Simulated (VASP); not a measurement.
# PtS2 (P-3m1) in VASP: further runs, part 4 of 5

VASP 6.6.1. Earlier steps stand in the parts before.

### Step 5. G0W0 quasiparticle levels, PBE

Contents of POSCAR:

```
PtS2
1.0
    3.5432000000      0.0000000000      0.0000000000
   -1.7716000000      3.0685012107      0.0000000000
    0.0000000000      0.0000000000      5.0388000000
Pt S
1 2
Direct
    0.0000000000      0.0000000000      0.0000000000
    0.6666666667      0.3333333333      0.7730000000
    0.3333333333      0.6666666667      0.2270000000
```

Contents of INCAR.step1:

```
SYSTEM = PtS2
ALGO     = Normal         ! electronic algorithm
EDIFF    = 1E-8           ! SCF threshold, eV
ENCUT    = 450            ! plane-wave cutoff, eV
GGA      = PE             ! functional
ISMEAR   = 0              ! smearing method
LASPH    = .TRUE.         ! aspherical terms in the spheres
LCHARG   = .FALSE.        ! write CHGCAR
LREAL    = .FALSE.        ! projectors in reciprocal space
LWAVE    = .TRUE.         ! write WAVECAR
NELM     = 100            ! most SCF steps
PREC     = Accurate       ! precision mode
SIGMA    = 0.01           ! smearing width, eV
```

Contents of INCAR.step2:

```
SYSTEM = PtS2
ALGO     = Exact          ! electronic algorithm
EDIFF    = 1E-8           ! SCF threshold, eV
ENCUT    = 450            ! plane-wave cutoff, eV
GGA      = PE             ! functional
ISMEAR   = 0              ! smearing method
ISTART   = 1            
LASPH    = .TRUE.         ! aspherical terms in the spheres
LCHARG   = .FALSE.        ! write CHGCAR
LOPTICS  = .TRUE.         ! frequency-dependent dielectric function
LREAL    = .FALSE.        ! projectors in reciprocal space
LWAVE    = .TRUE.         ! write WAVECAR
NBANDS   = 142            ! bands
NELM     = 1              ! most SCF steps
PREC     = Accurate       ! precision mode
SIGMA    = 0.01           ! smearing width, eV
```

Contents of INCAR.step3:

```
SYSTEM = PtS2
ALGO     = EVGW0          ! electronic algorithm
EDIFF    = 1E-8           ! SCF threshold, eV
ENCUT    = 450            ! plane-wave cutoff, eV
ENCUTGW  = 200            ! cutoff of the response function
GGA      = PE             ! functional
ISMEAR   = 0              ! smearing method
ISTART   = 1            
LASPH    = .TRUE.         ! aspherical terms in the spheres
LCHARG   = .FALSE.        ! write CHGCAR
LREAL    = .FALSE.        ! projectors in reciprocal space
LWAVE    = .FALSE.        ! write WAVECAR
NBANDS   = 142            ! bands
NBANDSGW = 19           
NELMGW   = 1            
NOMEGA   = 48             ! frequency points
PREC     = Accurate       ! precision mode
PRECFOCK = Fast         
SIGMA    = 0.01           ! smearing width, eV
```

Contents of KPOINTS:

```
k-points
0
G
  3 3 2
  0 0 0
```

Potentials or basis: VASP PAW PBE potentials, release 64 (Pt_GW, S_GW).

Launch:

```console
$ cat potpaw_PBE.64/Pt_GW/POTCAR potpaw_PBE.64/S_GW/POTCAR > POTCAR
$ cp INCAR.step1 INCAR
$ mpirun -np 1 vasp_std > vasp.out
$ cp INCAR.step2 INCAR
$ mpirun -np 1 vasp_std > vasp.out
$ cp INCAR.step3 INCAR
$ mpirun -np 1 vasp_std > vasp.out
```

OUTCAR:

```text
SYSTEM = PtS2
   EDIFF = 1E-8
   ENCUT = 450
   ENCUTGW = 200
   GGA = PE
   ISMEAR = 0
   ISTART = 1
   LASPH = .TRUE.
   LREAL = .FALSE.
   NELMGW = 1
   PREC = Accurate
   PRECFOCK = Fast

 Found      6 irreducible k-points:

 Following reciprocal coordinates:
            Coordinates               Weight
  0.000000  0.000000  0.000000      1.000000
  0.333333 -0.000000  0.000000      6.000000
  0.333333  0.333333  0.000000      2.000000
  0.000000  0.000000  0.500000      1.000000
  0.333333 -0.000000  0.500000      6.000000
  0.333333  0.333333  0.500000      2.000000
   k-points           NKPTS =      6   k-points in BZ     NKDIM =     18   number of bands    NBANDS=    142
   number of dos      NEDOS =    301   number of ions     NIONS =      3
   total plane-waves  NPLWV =  28224
   dimension x,y,z NGX =    28 NGY =   28 NGZ =   36
   dimension x,y,z NGXF=    56 NGYF=   56 NGZF=   72
   ions per type =               1   2
   NGX,Y,Z   is equivalent  to a cutoff of  13.14, 13.14, 11.88 a.u.
   NGXF,Y,Z  is equivalent  to a cutoff of  26.28, 26.28, 23.76 a.u.
 SYSTEM =  PtS2
   PREC   = accura    normal or accurate (medium, high low for compatibility)
   ISTART =      1    job   : 0-new  1-cont  2-samecut
   ICHARG =      0    charge: 1-file 2-atom 10-const
   ISPIN  =      1    spin polarized calculation?
   LNONCOLLINEAR =      F non collinear calculations
   LSORBIT =      F    spin-orbit coupling
   LASPH  =      T    aspherical Exc in radial PAW
   ENCUT  =  450.0 eV  33.07 Ry    5.75 a.u.   6.13  6.13  8.72*2*pi/ulx,y,z
   NELM   =     60;   NELMIN=  2; NELMDL=  0     # of ELM steps
   EDIFF  = 0.1E-07   stopping-criterion for ELM
   LREAL  =      F    real-space projection
   EDIFFG = 0.1E-06   stopping-criterion for IOM
   NSW    =      0    number of steps for IOM
   IBRION =     -1    ionic relax: 0-MD 1-quasi-New 2-CG
   NFREE  =      0    steps in history (QN), initial steepest desc. (CG)
   ISIF   =      0    stress and relaxation
   ISYM   =      3    0-nonsym 1-usesym 2-fastsym
   POTIM  = 0.5000    time-step for ionic-motion
   TEBEG  =    0.0;   TEEND  =   0.0 temperature during run
   PSTRESS=    0.0 pullay stress
   NELECT =      22.0000    total number of electrons
   NUPDOWN=      -1.0000    fix difference up-down
   EMIN   =  10.00;   EMAX   =-10.00  energy-range for DOS
   EFERMI =   0.00;   METHOD = LEGACY
   ISMEAR =     0;   SIGMA  =   0.01  broadening in eV -4-tet -1-fermi 0-gaus
   EFERMI_NEDOS =   21; number of points for ismear=-14 and -15
   IALGO  =     38    algorithm
   IMIX   =      4    mixing-type and parameters
     AMIX     =   0.40;   BMIX     =  1.00
     AMIX_MAG =   1.60;   BMIX_MAG =  1.00
  volume/ion in A,a.u.               =      18.26       123.23
  Fermi-wavevector in a.u.,A,eV,Ry     =   1.207812  2.282434 19.848315  1.458810
  Thomas-Fermi vector in A             =   2.343439
   LORBIT       =      0    0 simple, 1 ext, 2 COOP (PROOUT), +10 PAW based schemes
   GGA     = PE    functional components
   LHFCALC =     T    Hartree Fock is set to
   PRECFOCK=fast      Normal, Fast or Accurate (Low or Medium for compatibility)
   ENCUT4O =  -1.0   cutoff for four orbital integrals eV
   NKREDX  =     1    reduce k-point grid by
   NKREDY  =     1    reduce k-point grid by
   NKREDZ  =     1    reduce k-point grid by
   AEXX    =    1.0000 exact exchange contribution
   HFSCREEN=    0.0000 screening length (either q_TF or 0.3 A-1)
   HFSCREENC=   0.0000 screening length for correlation (either q_TF or 0.3 A-1)
   ENCUTFOCK=  -1.0 apply spherical cutoff to Coloumb kernel
   IVDW    =     0    specifies the selected vdW correction
   LEPSILON=     F    determine dielectric tensor
   LRPA    =     F    only Hartree local field effects (RPA)
   LRPAFORCE           =     F    calculate RPA forces
   ENCUTGW             = 200.0    cutoff for response function in eV
   ENCUTGWSOFT         = 160.0    soft cutoff for Coulomb kernel in GW response function in eV
   ENCUTLF             =  -1.0    cutoff for local field effects
   NELMGW              =     1    number of iterations in solving QP/BSE equation
   NELMHF              =     1    number of iterations in the inner HF iteration
   NKREDLFX            =     1    NKREDLFY  =   1   NKREDLFZ  =   1
 non-spin polarized calculation
 Gauss-broadening in eV      SIGMA  =   0.01
  energy-cutoff  :      450.00
  volume of cell :       54.78
 maximum number of plane-waves:      1206
 NGX is ok and might be reduce to    28
  NGX = 14; NGY = 14; NGZ = 20
   NGX = 13   NGY = 13   NGZ = 17
 maximum number of plane-waves:       355

 QP shifts <psi_nk| G(iteration)W_0 |psi_nk>: iteration 1
 for sc-GW calculations column KS-energies equals QP-energies in previous step
 and V_xc(KS)=  KS-energies - (<T + V_ion + V_H > + <T+V_H+V_ion>^1  + <V_x>^1)

 k-point   1 :       0.0000    0.0000    0.0000
  band No.  KS-energies  QP-energies   sigma(KS)   V_xc(KS)     V^pw_x(r,r')   Z            occupation Imag(sigma)

      1      -8.8583      -9.0305     -13.4307     -13.1655     -21.5013       0.6495       2.0000       1.4987
      2      -5.6146      -6.0122     -14.6011     -14.0187     -21.2108       0.6827       2.0000       0.9733
      3      -0.3200      -0.7734     -13.7863     -13.1494     -18.0534       0.7120       2.0000       0.4958
      4      -0.3200      -0.7734     -13.7863     -13.1494     -18.0534       0.7120       2.0000       0.4958
      5      -0.2003      -0.7536     -12.7679     -11.9905     -17.6611       0.7116       2.0000       0.7212
      6       2.7428       2.2031     -13.6837     -12.9259     -18.0349       0.7122       2.0000       0.2566
[... 11 lines left out ...]
     18      18.6470      19.1083     -11.1007     -11.6953      -5.1189       0.7757       0.0000      -0.4957
     19      19.2651      19.7711     -11.6971     -12.3676      -5.7558       0.7547       0.0000      -0.4896

 k-point   2 :       0.3333   -0.0000    0.0000
  band No.  KS-energies  QP-energies   sigma(KS)   V_xc(KS)     V^pw_x(r,r')   Z            occupation Imag(sigma)

      1      -7.5812      -7.8903     -13.9314     -13.4560     -21.3453       0.6501       2.0000       1.1995
      2      -6.2610      -6.6166     -14.5223     -13.9836     -21.4274       0.6600       2.0000       0.9967
      3      -0.0553      -0.5995     -13.2718     -12.5255     -17.7631       0.7292       2.0000       0.5518
      4       0.3857      -0.0594     -13.8541     -13.2407     -17.8005       0.7255       2.0000       0.4412
      5       1.1780       0.6773     -13.5046     -12.8228     -17.2469       0.7342       2.0000       0.4209
      6       1.2905       0.7058     -13.1101     -12.3145     -17.2889       0.7349       2.0000       0.4700
[... 11 lines left out ...]
     18      16.1436      16.5238     -11.1414     -11.6411      -5.5200       0.7608       0.0000      -0.3377
     19      17.8730      18.2174     -10.8850     -11.3349      -5.0558       0.7653       0.0000      -0.4174

 k-point   3 :       0.3333    0.3333    0.0000
  band No.  KS-energies  QP-energies   sigma(KS)   V_xc(KS)     V^pw_x(r,r')   Z            occupation Imag(sigma)

      1      -6.5819      -6.9326     -14.4249     -13.8876     -21.4458       0.6527       2.0000       1.0189
      2      -6.5819      -6.9326     -14.4249     -13.8876     -21.4458       0.6527       2.0000       1.0189
      3      -0.1189      -0.6528     -13.2162     -12.4914     -17.1599       0.7365       2.0000       0.5380
      4       0.3775      -0.1729     -13.2607     -12.5052     -17.4308       0.7285       2.0000       0.4553
      5       0.3775      -0.1729     -13.2607     -12.5052     -17.4308       0.7285       2.0000       0.4553
      6       2.1370       1.6572     -13.6453     -12.9846     -17.6023       0.7263       2.0000       0.3952
[... 11 lines left out ...]
     18      17.3449      17.8226     -11.1074     -11.7195      -5.0797       0.7803       0.0000      -0.5305
     19      17.7943      18.2735     -11.4387     -12.0568      -5.3302       0.7752       0.0000      -0.5289

 k-point   4 :       0.0000    0.0000    0.5000
  band No.  KS-energies  QP-energies   sigma(KS)   V_xc(KS)     V^pw_x(r,r')   Z            occupation Imag(sigma)

      1      -8.5791      -8.7681     -13.6312     -13.3381     -21.5096       0.6449       2.0000       1.3509
      2      -6.3063      -6.7161     -14.0565     -13.4435     -21.0323       0.6685       2.0000       1.1701
      3      -0.2998      -0.7532     -13.7924     -13.1581     -18.0522       0.7148       2.0000       0.4938
      4      -0.2998      -0.7532     -13.7924     -13.1581     -18.0522       0.7148       2.0000       0.4938
      5       1.0734       0.5615     -13.5541     -12.8393     -18.3097       0.7161       2.0000       0.4993
      6       2.7200       2.1787     -13.6652     -12.9030     -18.0279       0.7102       2.0000       0.2586
[... 11 lines left out ...]
     18      16.2883      16.2669      -9.2438      -9.2162      -3.9896       0.7754       0.0000      -0.2582
     19      17.8446      18.1576     -10.6258     -11.0409      -5.1094       0.7542       0.0000      -0.3356

 k-point   5 :       0.3333   -0.0000    0.5000
  band No.  KS-energies  QP-energies   sigma(KS)   V_xc(KS)     V^pw_x(r,r')   Z            occupation Imag(sigma)

      1      -7.3619      -7.6759     -14.1036     -13.6215     -21.3837       0.6513       2.0000       1.1102
      2      -6.5042      -6.8592     -14.3220     -13.7809     -21.3647       0.6560       2.0000       1.0717
      3      -0.3931      -0.9632     -13.0457     -12.2618     -17.6138       0.7272       2.0000       0.6131
      4       0.3379      -0.1086     -13.8223     -13.2054     -17.8062       0.7237       2.0000       0.4521
      5       0.6665       0.1456     -13.3616     -12.6546     -17.2438       0.7368       2.0000       0.4998
      6       2.1208       1.5748     -13.4900     -12.7321     -17.8248       0.7204       2.0000       0.3533
[... 11 lines left out ...]
     18      17.0657      17.6077     -11.6381     -12.3498      -5.8193       0.7616       0.0000      -0.4370
     19      18.1413      18.5020     -11.0737     -11.5430      -5.2774       0.7686       0.0000      -0.4284

 k-point   6 :       0.3333    0.3333    0.5000
  band No.  KS-energies  QP-energies   sigma(KS)   V_xc(KS)     V^pw_x(r,r')   Z            occupation Imag(sigma)

      1      -6.5646      -6.9109     -14.4403     -13.9108     -21.4620       0.6540       2.0000       1.0180
      2      -6.5646      -6.9109     -14.4403     -13.9108     -21.4620       0.6540       2.0000       1.0180
      3       0.1604      -0.4270     -13.0618     -12.2549     -17.2951       0.7279       2.0000       0.4801
      4       0.1604      -0.4270     -13.0618     -12.2549     -17.2951       0.7279       2.0000       0.4801
      5       0.2052      -0.3011     -13.4756     -12.7892     -17.2706       0.7375       2.0000       0.4834
      6       2.3307       1.8984     -13.8598     -13.2671     -17.4454       0.7293       2.0000       0.3481
[... 11 lines left out ...]
     18      17.2992      17.5946     -10.7646     -11.1543      -5.1629       0.7580       0.0000      -0.3171
     19      17.2992      17.5946     -10.7646     -11.1543      -5.1629       0.7580       0.0000      -0.3171
```

Run time: 65 s. Hardware: 1 thread of Intel Xeon 6975P-C (Granite Rapids), shared host; peak memory 0.39 GiB.

These settings aren't checked as converged: the numbers below hold their error.

What came out:

| Quantity | Value |
| --- | --- |
| Band gap on the k mesh, mean-field level | 1.18 eV, indirect (least direct gap 2.40 eV) |
| Quasiparticle gap | 1.78 eV |
| Least direct quasiparticle gap | 3.09 eV |

Caveat: the k mesh is coarse (spacing up to 0.68 Å⁻¹), so the values aren't converged; bands, screening cutoff and mesh are small and nothing is extrapolated, so the quasiparticle values aren't converged; spin-orbit coupling is left out, which moves the levels of the heavy elements; an odd mesh through Γ misses points on the zone boundary, where band edges often lie.

(Continued in part 5 of 5.)
